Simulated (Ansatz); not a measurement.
CdSe built on the zincblende prototype, relaxed with r2SCAN, was run in Ansatz under altered settings. All numbers are computed, without spin polarisation but where a row says otherwise.

```xyz
2
Lattice="0.0000 3.0678 3.0678 3.0678 0.0000 3.0678 3.0678 3.0678 0.0000" Properties=species:S:1:pos:R:3 pbc="T T T"
Cd    0.0000    0.0000    0.0000
Se    1.5339    1.5339    1.5339
```

The base run's other keys:
```yaml
kpoints:
  mp_grid: { grid: [6, 6, 6] }
hamiltonian:
  xc: r2scan
scf:
  occupations: { method: fixed }
  n_extra_bands: 4
```

It takes 6 iterations with 1459 plane waves at 500 eV and 16 k points, and leaves a mean stress of -0.04 GPa. The gap over this mesh is 1.036 eV.

Outcomes, with energy and stress as changes against the base:
```tsv
setting	outcome	ΔF (meV/atom)	Δ mean stress (GPa)	gap on the mesh (eV)	iterations
scf.mixing.beta: -0.3	refused	–	–	–	–
basis.ecutwfc: 750	converged	-1.6	0.00	1.035	6
scf.occupations: fermi_dirac 0.05	converged	0.0	0.00	1.036	6
scf.convergence.dr2_threshold: 1e-12	converged	0.0	0.00	1.036	9
scf.max_iter: 3	not converged	–	–	–	3
hamiltonian.pseudopotentials: ultrasoft	refused	–	–	–	–
scf.mixing.beta: 1.0	converged	0.0	0.00	1.036	6
accuracy: high	converged	0.0	0.00	1.036	8
scf.occupations: fermi_dirac 0.5	converged	-19.2	+0.35	1.045	6
scf.max_iter: 5	not converged	–	–	–	5
magnetization.initial_magnetization: 0.5	refused	–	–	–	–
hamiltonian.xc: pbesol (cutoff then 420 eV)	converged	–	-1.24	0.428	6
hamiltonian.xc: hse6	refused	–	–	–	–
```
A dash marks a value that wasn't obtained or can't be compared. Stress is positive in compression.

- scf.mixing.beta: -0.3. The input is refused before any iteration. Error: invalid value for `scf.mixing.beta`: must be finite and in (0, 1]; got -0.3
- basis.ecutwfc: 750. 2733 plane waves in place of 1459. The free energy moves by -1.6 meV an atom, the mean stress by 0.00 GPa and the gap on the mesh by -0.001 eV (to 1.035). The base cutoff was converged to that degree.
- scf.max_iter: 3. The run did not converge. It stopped after 3 iterations; the base needs 6. Nothing that it printed is a property of the solid. Error: did not converge after 3 iterations: dr2 = 2.25e-4 (threshold 1.00e-7), under the density mixer `msr1`, which `scf.mixing.algorithm: auto` chose by the deck's other keys (type `scf.mixing.algorithm: msr1` to keep it) […]
- hamiltonian.pseudopotentials: ultrasoft. The program doesn't start. Error: YAML parse error: line 13 column 29: unknown variant `uspp`, expected one of nc, nc_fr, paw, paw_fr, all_electron
- scf.occupations: fermi_dirac 0.5. The free energy moves by -19.2 meV an atom, the mean stress by +0.35 GPa and the gap on the mesh by +0.009 eV (to 1.045). The term −TS is -81 meV an atom. A width of 0.5 eV moves electrons across a gap of 1.04 eV: this is no longer the ground state.
- scf.max_iter: 5. The run did not converge. It stopped after 5 iterations; the base needs 6. Nothing that it printed is a property of the solid. Error: did not converge after 5 iterations: dr2 = 2.92e-7 (threshold 1.00e-7), under the density mixer `msr1`, which `scf.mixing.algorithm: auto` chose by the deck's other keys (type `scf.mixing.algorithm: msr1` to keep it) […]
- magnetization.initial_magnetization: 0.5. The input is refused before any iteration. Error: inconsistent input (scf.occupations.method, magnetization): a σ = 0 step fill (method: fixed, or a smearing width below the step floor) with no hard lock on the total moment puts the same N_el/2 bands in each spin channel, which gives a total moment of zero, but the starting moments sum to +0.5000 μB […]
- hamiltonian.xc: pbesol. The cutoff follows the functional, from 500 to 420 eV. The mean stress moves by -1.24 GPa and the gap on the mesh by -0.608 eV (to 0.428). It's another functional on the same cell, so totals aren't comparable.
- hamiltonian.xc: hse6. The program doesn't start. Error: YAML parse error: line 12 column 7: hamiltonian.xc: unknown variant `hse6`, expected one of […]

Within 1 meV an atom, 0.1 GPa and 0.005 eV of the base stay: scf.occupations: fermi_dirac 0.05; scf.convergence.dr2_threshold: 1e-12; scf.mixing.beta: 1.0; accuracy: high.

Spin-orbit coupling is left out.
